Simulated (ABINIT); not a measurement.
Crystal: GaP.

```xyz
2
Lattice="0.0000 2.7252 2.7252 2.7252 0.0000 2.7252 2.7252 2.7252 0.0000" Properties=species:S:1:pos:R:3 pbc="T T T"
Ga    0.0000    0.0000    0.0000
P     4.0879    4.0879    4.0879
```

Base run:

```yaml
Program: ABINIT 10.8.3 (patched build)
Functional: BP86
Potentials_or_basis: PseudoDojo NC SR PBE v0.4.1 standard
Cutoff: 1088 eV
k_mesh: 8 × 8 × 8
Occupations: fermi-dirac, width 0.05 eV
Spin: no spin polarisation
```

Its results: band gap on the k mesh 1.65 eV, indirect (least direct gap 1.77 eV); pressure 3.2 GPa.

Question: The run is repeated on the same cell with these changes: functional from BP86 to PW91. What comes out?

Answer: Band gap on the k mesh 1.63 eV, indirect (least direct gap 1.77 eV); pressure 2.5 GPa.

Caveats: the potentials were made for another functional, which shifts forces and pressure.

A k mesh can miss the band edges.
